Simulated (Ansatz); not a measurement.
**GaN: clamped-ion strain scan**

Computed with DFT LDA, scalar-relativistic, plane waves, PAW (Ansatz 0.2.0). The runs took a 420 eV cutoff, a Γ-centred 14×14×14 mesh and Gaussian smearing (0.03 eV). No spin polarisation. Energies are free energies at this smearing, counted from the undisturbed cell; pressure is positive in compression.

The starting cell (as given, not relaxed at this level; it stands at -13.7 GPa; this rock-salt form isn't the usual structure):

```xyz
2
Lattice="0.0000 2.1352 2.1352 2.1352 0.0000 2.1352 2.1352 2.1352 0.0000" Properties=species:S:1:pos:R:3 pbc="T T T"
Ga    0.0000    0.0000    0.0000
N     2.1352    2.1352    2.1352
```

The cell is strained by ε times the Voigt pattern (0, 0, 0, 0, 1, 0) (xx, yy, zz, yz, xz, xy; engineering shear) with fractional coordinates fixed. At -14 GPa the given cell is far from its own equilibrium, so these figures belong to a strongly strained crystal.

```
      ε  ΔE (meV/atom) stress summed along the pattern (GPa, tension positive) pressure (GPa)
-0.0200            2.5                                                    -4.18           -13.6
-0.0100            0.6                                                    -2.09           -13.7
 0.0000            0.0                                                     0.00           -13.7
 0.0025            0.0                                                     0.52           -13.7
 0.0050            0.2                                                     1.04           -13.7
 0.0075            0.3                                                     1.57           -13.7
 0.0125            1.0                                                     2.61           -13.7
 0.0150            1.4                                                     3.13           -13.6
 0.0175            1.9                                                     3.66           -13.6
```

By symmetry 0.0200 repeats -0.0200, -0.0150 repeats 0.0150, 0.0100 repeats -0.0100, -0.0050 repeats 0.0050 in energy, with the opposite slope along the path.